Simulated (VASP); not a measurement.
**A VASP 6.6.1 single-point calculation on MgF2**

INCAR

```
NELM = 67
ISIF = 2
NSW = 0
LCHARG = .FALSE.
GGA = PE
ENCUT = 520
PREC = Accurate
SIGMA = 0.02
NBANDS = 28
LREAL = .FALSE.
IBRION = -1
LWAVE = .FALSE.
ISMEAR = -1
LASPH = .TRUE.
EDIFF = 1E-7
```

KPOINTS

```
KPOINTS created by Atomic Simulation Environment
0
Gamma
6 6 8
0 0 0
```

POSCAR

```
Mg F
 1.0000000000000000
     4.4833555148000004    0.0000000000000000    0.0000000000000000
     0.0000000000000000    4.4833555148000004    0.0000000000000000
     0.0000000000000000    0.0000000000000000    3.1100508258000001
 Mg  F
   2   4
Cartesian
  0.0000000000000000 -0.0000000000000000  0.0000000000000000
  2.2416777574000002  2.2416777574000002  1.5550254129000001
  1.3624453898285735  1.3624453898285735  0.0000000000000000
  0.8792323675714269  3.6041231472285737  1.5550254129000001
  3.6041231472285737  0.8792323675714269  1.5550254129000001
  3.1209101249714268  3.1209101249714268  0.0000000000000000
```

The recommended PBE PAW datasets give the neutral cell 32 valence electrons.

Command

```
mpirun -np 1 vasp_std
```

Problem. Predict the outcome of this run.

Solution. It converged. Results: gap between bands v and c on the k mesh 7.33 eV; least direct gap on the k mesh 7.33 eV; pressure 8.7 GPa. Band v is the last that the valence electrons fill when counted band by band, and c is the next.

OSZICAR

```
N       E                     dE             d eps       ncg     rms          rms(c)
DAV:   1     0.149425245358E+03    0.14943E+03   -0.17678E+04  2976   0.108E+03
DAV:   2    -0.274101172573E+02   -0.17684E+03   -0.17189E+03  3392   0.267E+02
DAV:   3    -0.339467593559E+02   -0.65366E+01   -0.65131E+01  3356   0.465E+01
DAV:   4    -0.339787661681E+02   -0.32007E-01   -0.32004E-01  3124   0.369E+00
DAV:   5    -0.339789175772E+02   -0.15141E-03   -0.15141E-03  3112   0.244E-01    0.101E+01
DAV:   6    -0.313102139148E+02    0.26687E+01   -0.71362E+00  2948   0.184E+01    0.291E+00
DAV:   7    -0.313306851962E+02   -0.20471E-01   -0.92902E-02  2920   0.186E+00    0.191E+00
DAV:   8    -0.313614709380E+02   -0.30786E-01   -0.55507E-02  2876   0.205E+00    0.236E-01
DAV:   9    -0.313612648840E+02    0.20605E-03   -0.60071E-04  3368   0.170E-01    0.117E-01
DAV:  10    -0.313617904278E+02   -0.52554E-03   -0.94830E-04  2908   0.188E-01    0.280E-02
DAV:  11    -0.313617874176E+02    0.30102E-05   -0.14467E-05  3292   0.296E-02    0.685E-03
DAV:  12    -0.313617875287E+02   -0.11115E-06   -0.20665E-06  2952   0.111E-02    0.121E-03
DAV:  13    -0.313617876050E+02   -0.76259E-07   -0.59184E-08  2452   0.161E-03
   1 F= -.31361788E+02 E0= -.31361788E+02  d E =-.106679E-12
```

For comparison, a separate PBE run of the intended cell, on usual settings and not on those above, gives a gap of 7.33 eV on its mesh and a pressure of 8.7 GPa.
